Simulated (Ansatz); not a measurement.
Structures of Ga$_{2}$O$_{3}$: which is lowest?

Plane-wave DFT in Ansatz with scalar-relativistic PAW potentials, cutoff 420 eV, Γ-centred meshes chosen by cell and gap, Gaussian smearing with energies taken to zero width. Every cell was relaxed (cell and atoms) in a run of its own, within the symmetry of its start. Functional: PBEsol.

Relaxed structures (starts from databases or built by putting these elements on another compound's sites):
A. Cmcm, 10 atoms in the computed cell, a = 2.789 Å, b = 9.275 Å, c = 7.149 Å; sites (symmetry × multiplicity) Ga 2/m.. × 4 + m2m × 4, O m.. × 8 + m2m × 4; start: database
B. C2/m, 10 atoms in the computed cell, a = 12.277 Å, b = 3.047 Å, c = 5.811 Å, β = 103.7°; sites (symmetry × multiplicity) Ga m × 4 + m × 4, O m × 4 + m × 4 + m × 4; start: database

**Question.** Rank them by energy. Could pressure change the order?

**Answer.**
```csv
structure,group,E − E(lowest) (meV/atom),V (Å³/atom),gap on mesh (eV)
B,C2/m,0.0,10.56,2.22
A,Cmcm,252,9.25,1.48
```

B is lowest, 252 meV/atom under A. A is denser by 1.31 Å³/atom, so pressure favours it: ΔE/ΔV, with ΔE in eV and 1 eV/Å³ = 160.2 GPa, gives about 31 GPa for equal enthalpy if both cells were rigid; at such pressures compression changes ΔV much, so this is a scale only. Other structures may lie lower than all of these, and vibrations aren't counted.